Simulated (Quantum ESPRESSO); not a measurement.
# Moving the choice of potentials or basis in CaO

Symmetry: Fm-3m, No. 225, cubic system. The conventional cell has a = 4.807 Å, b = 4.807 Å, c = 4.807 Å, α = 90.00°, β = 90.00°, γ = 90.00°. Ca (site symmetry m-3m) is surrounded by 6 O at 2.40 Å. Around O (site symmetry m-3m) lie 6 Ca at 2.40 Å.

The cell is a database's computed one, not the measured one.

Kept alike: task band structure; functional LDA; k mesh 10 × 10 × 10; occupations fermi-dirac, width 0.05 eV; no spin polarisation. Program: Quantum ESPRESSO. Cutoffs run from 612 to 1252 eV. The mesh is that of the run's cell of 2 atoms. No spin-orbit coupling.

```csv
choice of potentials or basis,band gap (eV)
GBRV 1.5 LDA,3.489
PseudoDojo 0.4.1 SR LDA standard,3.492
PseudoDojo 0.4.1 SR LDA stringent,3.488
```

Runs of this series that gave no sound value for these columns are left out. Gaps are the smaller of the mesh's and the band path's.

**Question.** What does the choice of potentials or basis change here?

**Answer.** The band gap runs from 3.488 (PseudoDojo 0.4.1 SR LDA stringent) to 3.492 eV (PseudoDojo 0.4.1 SR LDA standard).
